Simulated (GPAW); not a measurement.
SnO:

```
Sn O
1.0
     3.35500    0.00000    0.00000
     0.00000    5.67410    0.00000
     0.00000    0.00000    4.22197
Sn O
2 2
Direct
  0.50000 0.76809 0.01314
  0.00000 0.23191 0.51314
  0.50000 0.10875 0.23686
  0.00000 0.89125 0.73686
```

The cell comes from a database or a generator and needn't be the stable form of this composition.

Base run:

| Item | Value |
| --- | --- |
| Program | GPAW 26.7.0 |
| Functional | PBEsol |
| Potentials or basis | PAW data sets generated in the run's folder for this functional |
| Cutoff | 800 eV |
| Basis | pw |
| k mesh | 5 × 3 × 4 |
| Occupations | fermi-dirac, width 0.05 eV |
| Spin | no spin polarisation |

Its results: band gap on the k mesh 1.54 eV, indirect (least direct gap 2.12 eV); pressure -3.6 GPa; largest force 0.495 eV/Å.

Question: The run is repeated on the same cell with these changes: functional from PBEsol to LDA; potentials or basis from PAW data sets generated in the run's folder for this functional to the program's PAW data sets (release 1.2.1) made for this functional. What comes out?

Answer: Band gap on the k mesh 1.57 eV, indirect (least direct gap 2.17 eV); pressure -6.1 GPa; largest force 0.833 eV/Å.

Caveats: spin-orbit coupling is left out, which moves the levels of the heavy elements; the mesh misses the band edges, which the band path finds closer together.

Not every run made on this cell is shown here.
